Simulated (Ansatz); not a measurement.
HfC: a prediction, then the measurements

Level of theory: Ansatz 0.2.0, DFT PBE, scalar-relativistic, plane waves, PAW.

Settings: cutoff 420 eV, Γ-centred mesh 16×16×16 on the computed 2-atom cell, Gaussian smearing of 0.10 eV; no spin polarisation.

Relaxed structure, symmetry kept:

```yaml
crystal:
  lattice:
    - [0.00000, 2.32575, 2.32575]
    - [2.32575, 0.00000, 2.32575]
    - [2.32575, 2.32575, 0.00000]
  atoms:
    - { symbol: Hf, position: [0.50000, 0.50000, 0.50000] }
    - { symbol: C, position: [0.00000, 0.00000, 0.00000] }
```

| Quantity | Value |
| --- | --- |
| Space group | Fm-3m (No. 225) |
| Volume per atom | 12.58 Å³ |
| Formation energy from the elements' standard states (uncorrected) | -0.918 eV/atom |
| Kohn–Sham band gap | none (metal) |
| Density of states at the Fermi level | 0.26 states/eV per cell |
| Löwdin character within 0.5 eV of the Fermi level | C 2p 61 %, Hf 5d 35 % |
| Bulk modulus | 234 GPa |
| Its pressure derivative | 3.9 |
| Bader charges (e) | Hf (1 in the cell) 1.96, C (1 in the cell) -1.96 |

Spin-orbit coupling is left out, which matters for the bands of heavy elements.

**Experimental background.**

From a printed reference work, monograph, for a bulk crystal of HfC: lattice constant a 4.641 Å.

Measured lattice constant a of HfC: 4.641 Å (a printed reference work, monograph). This calculation gives 4.651 Å (+0.2 %). The calculation is for 0 K without zero-point motion.